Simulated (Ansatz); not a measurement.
Trial structure of Sb, not yet relaxed:

Space group Immm (No. 71). a = 3.729 Å, b = 4.229 Å, c = 4.287 Å, α = 90.00°, β = 90.00°, γ = 90.00°
| atom | site | symmetry | x | y | z |
| --- | --- | --- | --- | --- | --- |
| Sb | 2a | mmm | 0.0000 | 0.0000 | 0.0000 |

All numbers below come from DFT PBE, scalar-relativistic, plane waves, PAW (Ansatz). Settings: cutoff 420 eV, Γ-centred mesh 6×6×6 on the computed 1-atom cell, Gaussian smearing of 0.10 eV; no spin polarisation.

Energies count from the standard state of Sb at the same level.

Task: How far from equilibrium is it?

Result: The pressure is -8.1 GPa (the mean over three directions, positive in compression), the largest force is 0.00 eV/Å (symmetry fixes the atoms), and the energy is +0.41 eV/atom against the standard state. The shortest distance is 3.54 Å.

Task: How much does it gain on relaxing, and where does it end?

Result: Relaxing gains about 0.18 eV/atom (the start's value is from the coarse mesh, so the gain is rough) in 15 ionic steps and ends at +0.23 eV/atom on the finer mesh. The symmetry goes from Immm (No. 71) to Im-3m (No. 229). The end has the bcc type. The volume per atom shrinks by 19.5 %, from 33.8 to 27.2 Å³. The shortest distance goes from 3.54 Å (Sb–Sb) to 3.28 Å (Sb–Sb). Conventional cell: a = 3.790 Å. Sb has 8 Sb at 3.28 Å and 6 Sb at 3.79 Å.

The last run used a 22×22×22 mesh for its 1-atom cell and Gaussian smearing of 0.10 eV. Spin–orbit coupling, which can matter for Sb, is left out. The relaxation can't lower the symmetry of the start. A structure relaxed within its symmetry needn't be a true minimum. Another cell of Sb relaxed alike, in P6/mmm, lies 83 meV/atom lower, so this cell isn't the stable form at this level.
